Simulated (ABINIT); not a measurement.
# HfN (F-43m) in ABINIT: reference runs

Aim: a first look at HfN with PBE, on the cell as given and on a disturbed one.

Everything below comes from runs of ABINIT 10.8.3 (patched build). Logs are shortened: lines on timing, memory, paths and dates and some standing lists are left out, and cuts for length are marked. The log counts tension as positive stress, the text compression.

### Step 1. Starting point

It takes space group F-43m (No. 216, cubic). The conventional cell has a = 4.910 Å, b = 4.910 Å, c = 4.910 Å, α = 90.00°, β = 90.00°, γ = 90.00°. Hf (site symmetry -43m) is surrounded by 4 N at 2.13 Å. N (site symmetry -43m) is surrounded by 4 Hf at 2.13 Å.

The cell comes from a database or a generator and needn't be the stable form of this composition.

### Step 2. Single point, PBE

run.abi reads:

```
# Pseudopotentials
pp_dirpath "./"
pseudos "Hf.GGA_PBE-JTH.xml, N.GGA_PBE-JTH.xml"

# Structure
structure "poscar:POSCAR"
natom 2

# Plane-wave basis
ecut 707.496042 eV
pawecutdg 48.0
pawxcdev 0

# k points
kptopt 1
ngkpt 9 9 9
nshiftk 1
shiftk 0.0 0.0 0.0

# Exchange and correlation
ixc 11

# Bands and occupations
nband 13
occopt 3
tsmear 0.05 eV

# SCF cycle
nstep 100
tolvrs 1.0e-9

# Output
iomode 3
prtwf 0
prtden 0
prteig 0
prtebands 0
enunit 2
```

POSCAR reads:

```
HfN
1.0
    0.0000000000      2.4548220000      2.4548220000
    2.4548220000      0.0000000000      2.4548220000
    2.4548220000      2.4548220000      0.0000000000
Hf N
1 1
Direct
    0.0000000000      0.0000000000      0.0000000000  Hf
    0.2500000000      0.2500000000      0.2500000000  N
```

Potentials or basis: JTH PAW PBE v2.0.

Run with:

```console
> abinit run.abi > log 2>&1
```

run.abo:

```text
.Version 10.8.3 of ABINIT
 Symmetries : space group F-4 3 m (#216); Bravais cF (face-center cubic)
================================================================================
 Values of the parameters that define the memory need of the present run
     intxc =       0    ionmov =       0      iscf =      17    lmnmax =      18
     lnmax =       6     mgfft =      32  mpssoang =       3    mqgrid =    3001
     natom =       2  nloc_mem =       2    nspden =       1   nspinor =       1
    nsppol =       1      nsym =      24    n1xccc =       1    ntypat =       2
    occopt =       3   xclevel =       2
       mpw =        1283          nfft =       32768          nkpt =          35
 PAW method is used; the additional fine FFT grid is defined by:
   mgfftf=        45    nfftf =     91125
================================================================================
================================================================================

--------------------------------------------------------------------------------
------------- Echo of variables that govern the present computation ------------
--------------------------------------------------------------------------------
 -outvars: echo values of preprocessed input variables --------
            acell      1.0000000000E+00  1.0000000000E+00  1.0000000000E+00 Bohr
              amu      1.78490000E+02  1.40067400E+01
             ecut      2.60000000E+01 Hartree
           enunit           2
              ixc          11
         kptrlatt        9    0    0      0    9    0      0    0    9
          kptrlen      5.90440829E+01
            natom           2
            nband          13
            ngfft          32      32      32
          ngfftdg          45      45      45
             nkpt          35
            nstep         100
             nsym          24
           ntypat           2
           occopt           3
        pawecutdg      4.80000000E+01 Hartree
         pawxcdev           0
           prtden           0
        prtebands           0
           prteig           0
            prtwf           0
            rprim      0.0000000000E+00  4.6389412679E+00  4.6389412679E+00
                       4.6389412679E+00  0.0000000000E+00  4.6389412679E+00
                       4.6389412679E+00  4.6389412679E+00  0.0000000000E+00
          spgroup         216
           tolvrs      1.00000000E-09
           tsmear      1.83746611E-03 Hartree
            typat      1  2
           useylm           1
           xangst      0.0000000000E+00  0.0000000000E+00  0.0000000000E+00
                       1.2274110000E+00  1.2274110000E+00  1.2274110000E+00
            xcart      0.0000000000E+00  0.0000000000E+00  0.0000000000E+00
                       2.3194706339E+00  2.3194706339E+00  2.3194706339E+00
             xred      0.0000000000E+00  0.0000000000E+00  0.0000000000E+00
                       2.5000000000E-01  2.5000000000E-01  2.5000000000E-01
            znucl       72.00000    7.00000

================================================================================

 chkinp: Checking input parameters for consistency.

================================================================================
== DATASET  1 ==================================================================

--- !DatasetInfo
iteration_state: {dtset: 1, }
dimensions: {natom: 2, nkpt: 35, mband: 13, nsppol: 1, nspinor: 1, nspden: 1, mpw: 1283, }
cutoff_energies: {ecut:  26.0, pawecutdg:  48.0, }
electrons: {nelect:   1.70000000E+01, charge:   0.00000000E+00, occopt:   3.00000000E+00, tsmear:   1.83746611E-03, }
meta: {optdriver: 0, ionmov: 0, optcell: 0, iscf: 17, paral_kgb: 0, }
...

 Exchange-correlation functional for the present dataset will be:
  GGA: Perdew-Burke-Ernzerhof functional - ixc=11
  J.P.Perdew, K.Burke, M.Ernzerhof, PRL 77, 3865 (1996)

 Real(R)+Recip(G) space primitive vectors, cartesian coordinates (Bohr,Bohr^-1):
 R(1)=  0.0000000  4.6389413  4.6389413  G(1)= -0.1077832  0.1077832  0.1077832
 R(2)=  4.6389413  0.0000000  4.6389413  G(2)=  0.1077832 -0.1077832  0.1077832
 R(3)=  4.6389413  4.6389413  0.0000000  G(3)=  0.1077832  0.1077832 -0.1077832
 Unit cell volume ucvol=  1.9965795E+02 bohr^3
 Angles (23,13,12)=  6.00000000E+01  6.00000000E+01  6.00000000E+01 degrees

 Coarse grid specifications (used for wave-functions):

 getcut: wavevector=  0.0000  0.0000  0.0000  ngfft=  32  32  32
         ecut(hartree)=     26.000   => boxcut(ratio)=   2.12503

 Fine grid specifications (used for densities):

 getcut: wavevector=  0.0000  0.0000  0.0000  ngfft=  45  45  45
         ecut(hartree)=     48.000   => boxcut(ratio)=   2.15047

--- Pseudopotential description ------------------------------------------------
- pspini: atom type   1  psp file is ./Hf.GGA_PBE-JTH.xml
 Pseudopotential format is: paw10
[... 48 lines left out ...]
iteration_state: {dtset: 1, }
comment   : Summary of ground state results
lattice_vectors:
- [  0.0000000,   4.6389413,   4.6389413, ]
- [  4.6389413,   0.0000000,   4.6389413, ]
- [  4.6389413,   4.6389413,   0.0000000, ]
lattice_lengths: [   6.56045,    6.56045,    6.56045, ]
lattice_angles: [ 60.000,  60.000,  60.000, ] # degrees, (23, 13, 12)
lattice_volume:   1.9965795E+02
convergence: {deltae:  4.041E-11, res2:  5.232E-10, residm:  2.487E-04, diffor: null, }
etotal    :  -6.01722074E+01
entropy   :   0.00000000E+00
fermie    :   4.16674125E-02
cartesian_stress_tensor: # hartree/bohr^3
- [ -8.45653043E-06,   0.00000000E+00,   0.00000000E+00, ]
- [  0.00000000E+00,  -8.45653043E-06,   0.00000000E+00, ]
- [  0.00000000E+00,   0.00000000E+00,  -8.45653043E-06, ]
pressure_GPa:   2.4880E-01
xred      :
- [  0.0000E+00,   0.0000E+00,   0.0000E+00, Hf]
- [  2.5000E-01,   2.5000E-01,   2.5000E-01,  N]
cartesian_forces: # hartree/bohr
- [  0.00000000E+00,  -2.90221957E-29,   5.80443913E-29, ]
- [  1.12103877E-44,   2.90221957E-29,  -5.80443913E-29, ]
force_length_stats: {min:   6.48956024E-29, max:   6.48956024E-29, mean:   6.48956024E-29, }
...

 Integrated electronic density in atomic spheres:
 ------------------------------------------------
 Atom  Sphere_radius  Integrated_density
    1        2.41119          9.60808771
    2        1.20497          2.58131874

================================================================================

 ----iterations are completed or convergence reached----

 Mean square residual over all n,k,spin=   15.233E-07; max=  24.865E-05
 reduced coordinates (array xred) for    2 atoms
       0.000000000000      0.000000000000      0.000000000000
       0.250000000000      0.250000000000      0.250000000000
 rms dE/dt=  4.1131E-28; max dE/dt=  5.3853E-28; dE/dt below (all hartree)
    1       0.000000000000      0.000000000000     -0.000000000000
    2       0.000000000000      0.000000000000     -0.000000000000

 cartesian coordinates (angstrom) at end:
    1      0.00000000000000     0.00000000000000     0.00000000000000
    2      1.22741100000000     1.22741100000000     1.22741100000000

 cartesian forces (hartree/bohr) at end:
    1      0.00000000000000    -0.00000000000000     0.00000000000000
    2      0.00000000000000     0.00000000000000    -0.00000000000000
 frms,max,avg= 3.7467493E-29 5.8044391E-29   0.000E+00  0.000E+00  0.000E+00 h/b

 cartesian forces (eV/Angstrom) at end:
    1      0.00000000000000    -0.00000000000000     0.00000000000000
    2      0.00000000000000     0.00000000000000    -0.00000000000000
 frms,max,avg= 1.9266560E-27 2.9847626E-27   0.000E+00  0.000E+00  0.000E+00 e/A
 length scales=  1.000000000000  1.000000000000  1.000000000000 bohr
              =  0.529177210544  0.529177210544  0.529177210544 angstroms
 Fermi (or HOMO) energy (hartree) =   0.04167   Average Vxc (hartree)=  -0.41599
 Eigenvalues (hartree) for nkpt=  35  k points:
 kpt#   1, nband= 13, wtk=  0.00137, kpt=  0.0000  0.0000  0.0000 (reduced coord)
  -2.25656   -1.10077   -1.10077   -1.10077   -0.55207   -0.15854   -0.15854   -0.15854
   0.01523    0.12490    0.12490    0.28445    0.28445
      occupation numbers for kpt#   1
   2.00000    2.00000    2.00000    2.00000    2.00000    2.00000    2.00000    2.00000
   2.00000    0.00000    0.00000    0.00000    0.00000
 prteigrs : prtvol=0 or 1, do not print more k-points.

 Fermi (or HOMO) energy (eV) =   1.13383   Average Vxc (eV)= -11.31965
 Eigenvalues (   eV  ) for nkpt=  35  k points:
 kpt#   1, nband= 13, wtk=  0.00137, kpt=  0.0000  0.0000  0.0000 (reduced coord)
 -61.40425  -29.95340  -29.95340  -29.95340  -15.02258   -4.31410   -4.31410   -4.31410
   0.41433    3.39872    3.39872    7.74026    7.74026
 prteigrs : prtvol=0 or 1, do not print more k-points.

--- !EnergyTerms
iteration_state     : {dtset: 1, }
comment             : Components of total free energy in Hartree
kinetic             :  1.12215278394570E+01
hartree             :  9.27605020155095E+00
xc                  : -1.17426918206376E+01
Ewald energy        : -4.69435781050377E+01
psp_core            :  8.16733557997215E+00
local_psp           : -1.13767240998945E+01
PAW spherical_terms : -1.87739077712459E+01
internal            : -6.01719881758356E+01
'-kT*entropy'       : -2.12807852012985E-04
total_energy        : -6.01722009836876E+01
total_energy_eV     : -1.63736900223792E+03
...

--- !EnergyTermsDC
iteration_state     : {dtset: 1, }
comment             : '"Double-counting" decomposition of free energy'
band_energy         : -1.30391473616009E+01
Ewald energy        : -4.69435781050377E+01
psp_core            :  8.16733557997215E+00
xc_dc               : -1.38929717020758E+01
PAW spherical_terms :  5.53636703402903E+00
internal            : -6.01719945547132E+01
'-kT*entropy'       : -2.12807852012985E-04
total_energy_dc     : -6.01722073625652E+01
total_energy_dc_eV  : -1.63736917581602E+03
...

--- !EnergyTermsWithPAWCore
iteration_state     : {dtset: 1, }
comment             : 'Components of total free energy, including PAW core contributions'
Total energy        : -1.51333538867994E+04
Total energy DC     : -1.51333538931783E+04
Total energy (eV)   : -4.11799537810817E+05
Total energy DC (eV): -4.11799537984395E+05
...

 Cartesian components of stress tensor (hartree/bohr^3)
  sigma(1 1)= -8.45653043E-06  sigma(3 2)=  0.00000000E+00
  sigma(2 2)= -8.45653043E-06  sigma(3 1)=  0.00000000E+00
  sigma(3 3)= -8.45653043E-06  sigma(2 1)=  0.00000000E+00

-Cartesian components of stress tensor (GPa)         [Pressure=  2.4880E-01 GPa]
- sigma(1 1)= -2.48799715E-01  sigma(3 2)=  0.00000000E+00
- sigma(2 2)= -2.48799715E-01  sigma(3 1)=  0.00000000E+00
- sigma(3 3)= -2.48799715E-01  sigma(2 1)=  0.00000000E+00

== END DATASET(S) ==============================================================
================================================================================

 -outvars: echo values of variables after computation  --------
            acell      1.0000000000E+00  1.0000000000E+00  1.0000000000E+00 Bohr
           etotal     -6.0172207363E+01
            fcart      0.0000000000E+00 -2.9022195666E-29  5.8044391332E-29
                       1.1210387715E-44  2.9022195666E-29 -5.8044391332E-29
            rprim      0.0000000000E+00  4.6389412679E+00  4.6389412679E+00
                       4.6389412679E+00  0.0000000000E+00  4.6389412679E+00
                       4.6389412679E+00  4.6389412679E+00  0.0000000000E+00
           strten     -8.4565304341E-06 -8.4565304341E-06 -8.4565304341E-06
                       0.0000000000E+00  0.0000000000E+00  0.0000000000E+00
           xangst      0.0000000000E+00  0.0000000000E+00  0.0000000000E+00
                       1.2274110000E+00  1.2274110000E+00  1.2274110000E+00
             xred      0.0000000000E+00  0.0000000000E+00  0.0000000000E+00
                       2.5000000000E-01  2.5000000000E-01  2.5000000000E-01
 Calculation completed.
```

Run time: 20 s. Hardware: 1 thread of Arm Neoverse V2, shared host; peak memory 0.14 GiB.

Results:

| Quantity | Value |
| --- | --- |
| Free energy | -1637.3692 eV |
| Pressure | 0.2 GPa |
| Band gap on the k mesh | none (metal or under the smearing width) |
| Valence electrons inside the program's atomic spheres | Hf 9.61; N 2.58 |

Levels at points of the mesh, in eV from the Fermi level:
| k point | band 5 | band 6 | band 7 | band 8 | band 9 | band 10 | band 11 | band 12 | band 13 |
| --- | --- | --- | --- | --- | --- | --- | --- | --- | --- |
| (0.00, 0.00, 0.00) | -16.16 | -5.45 | -5.45 | -5.45 | -0.72 | 2.26 | 2.26 | 6.61 | 6.61 |

The run has no spin-orbit coupling, so splittings on Hf are missing.

### Step 3. Single point, PBE (atoms moved at random, drawn with an rms of 0.05 Å)

run.abi reads:

```
pp_dirpath "./"
pseudos "Hf.GGA_PBE-JTH.xml, N.GGA_PBE-JTH.xml"

acell 3*1.0
rprim
     0.0000000000     4.6389412647     4.6389412647
     4.6389412647     0.0000000000     4.6389412647
     4.6389412647     4.6389412647     0.0000000000
ntypat 2
znucl 72 7
natom 2
typat 1 2
xred
    -0.0015310000    -0.0029430000    -0.0034000000
     0.2637830000     0.2428060000     0.2393630000
chkprim 0
chksymtnons 0
tolsym 1.0e-6

ecut 707.496042 eV
pawecutdg 48.0
pawxcdev 0

kptopt 1
ngkpt 9 9 9
nshiftk 1
shiftk 0.0 0.0 0.0

ixc 11

nband 13
occopt 3
tsmear 0.00183747

nstep 100
tolvrs 1.0e-9

iomode 3
prtwf 0
prteig 0
prtebands 0
enunit 1
prtden 1
prtvha 1
prtvclmb 1
prtpot 1
```

Potentials or basis: JTH PAW PBE v2.0.

Run with:

```console
> abinit run.abi > log 2>&1
```

run.abo:

```text
.Version 10.8.3 of ABINIT
 Symmetries : space group P1 (#  1); Bravais aP (primitive triclinic)
================================================================================
 Values of the parameters that define the memory need of the present run
     intxc =       0    ionmov =       0      iscf =      17    lmnmax =      18
     lnmax =       6     mgfft =      32  mpssoang =       3    mqgrid =    3001
     natom =       2  nloc_mem =       2    nspden =       1   nspinor =       1
    nsppol =       1      nsym =       1    n1xccc =       1    ntypat =       2
    occopt =       3   xclevel =       2
       mpw =        1283          nfft =       32768          nkpt =         365
 PAW method is used; the additional fine FFT grid is defined by:
   mgfftf=        45    nfftf =     91125
================================================================================
================================================================================

--------------------------------------------------------------------------------
[... 250 lines left out ...]
- sigma(2 2)= -4.80967484E-01  sigma(3 1)=  1.28307586E+00
- sigma(3 3)= -4.64283143E-01  sigma(2 1)=  1.67182001E+00

== END DATASET(S) ==============================================================
================================================================================

 -outvars: echo values of variables after computation  --------
            acell      1.0000000000E+00  1.0000000000E+00  1.0000000000E+00 Bohr
           etotal     -6.0171758276E+01
            fcart     -7.0031682560E-03  5.3216861426E-03  6.8241234569E-03
                       7.0031682560E-03 -5.3216861426E-03 -6.8241234569E-03
            rprim      0.0000000000E+00  4.6389412647E+00  4.6389412647E+00
                       4.6389412647E+00  0.0000000000E+00  4.6389412647E+00
                       4.6389412647E+00  4.6389412647E+00  0.0000000000E+00
           strten     -1.5845755587E-05 -1.6347752503E-05 -1.5780663273E-05
                      -5.8358735561E-05  4.3610862044E-05  5.6824007169E-05
           xangst     -1.5570935935E-02 -1.2104727274E-02 -1.0982873621E-02
                       1.1836390681E+00  1.2351338692E+00  1.2435858213E+00
             xred     -1.5310000000E-03 -2.9430000000E-03 -3.4000000000E-03
                       2.6378300000E-01  2.4280600000E-01  2.3936300000E-01
 Calculation completed.
```

It took 3 min on 1 thread of Arm Neoverse V2, shared host; peak memory 0.34 GiB.

Results:

| Property | Result |
| --- | --- |
| Free energy | -1637.3570 eV |
| Pressure | 0.5 GPa |
| Largest force | 0.572 eV/Å |
| Band gap on the k mesh | none (metal or under the smearing width) |
| Valence electrons inside the program's atomic spheres | Hf 9.61; N 2.57 |

Forces on the atoms (eV/Å):
```
Hf  -0.360  0.274  0.351
N    0.360 -0.274 -0.351
```

Stress tensor (GPa, compression positive):
```
 0.47 -1.67 -1.28
-1.67  0.48  1.72
-1.28  1.72  0.46
```

Levels at points of the mesh, in eV from the Fermi level:
| k point | band 5 | band 6 | band 7 | band 8 | band 9 | band 10 | band 11 | band 12 | band 13 |
| --- | --- | --- | --- | --- | --- | --- | --- | --- | --- |
| (0.00, 0.00, 0.00) | -16.17 | -5.53 | -5.43 | -5.41 | -0.73 | 2.25 | 2.25 | 6.46 | 6.82 |

Spin-orbit coupling is left out, which matters for the levels of Hf.
